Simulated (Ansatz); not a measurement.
Si₂Mo: frozen-core PAW against all-electron methods

```
Si Mo
1.0
    -1.60000    1.60000    3.93050
     1.60000   -1.60000    3.93050
     1.60000    1.60000   -3.93050
Si Mo
2 1
Direct
  0.33300 0.33300 0.00000
  0.66700 0.66700 0.00000
  0.00000 0.00000 0.00000
```

Atom numbers follow the list: Si1, Si2, Mo3.

The conventional cell has a = 3.200 Å, b = 3.200 Å, c = 7.861 Å, α = 90.00°, β = 90.00°, γ = 90.00°. Around Si (atom 1) lie 5 Si at 2.61 to 2.63 Å and 5 Mo at 2.62 Å. Mo (atom 3) is surrounded by 10 Si at 2.62 Å.

The cell is COD entry 1010282, as deposited and not checked against the literature; nothing was relaxed. It is an old determination, and later ones may differ.

Levels of theory: DFT, PBE, PAW with Ansatz's default frozen-core files, scalar-relativistic (Ansatz 0.2.0); DFT, PBE, all-electron PAW with datasets made for the crystal, scalar-relativistic (Ansatz 0.2.0); DFT, PBE, all-electron LAPW, scalar-relativistic (Ansatz 0.2.0).

For PAW: a Γ-centred 16×16×16 k mesh, Fermi–Dirac smearing of 0.08 eV, cutoff 420 eV, no spin polarisation. The crystal-made all-electron datasets (AE datasets) take a cutoff of 300 eV at this cell. LAPW targets a basis error of 1 meV/atom. The Ansatz runs share mesh, smearing and spin set-up. Plane-wave (PAW) pressures include the program's estimate of the Pulay term.

Stress and pressure are positive in compression.

Levels count from the Fermi level.

```csv
quantity,PAW,AE datasets,LAPW
pressure (GPa),2.25,2.28,2.28
stress xx (GPa),2.63,2.66,2.66
stress zz (GPa),1.48,1.51,1.51
"force on Si1, z (eV/Å)",0.280,0.279,0.279
highest filled level at S (eV),-0.419,-0.418,-0.417
lowest empty level at S (eV),1.512,1.513,1.513
highest filled level at X (eV),-1.132,-1.132,-1.132
lowest empty level at X (eV),2.328,2.329,2.329
highest filled level at N (eV),-0.511,-0.510,-0.509
lowest empty level at N (eV),2.271,2.272,2.272
```

PAW's pressure differs from the LAPW value by -0.03 GPa.
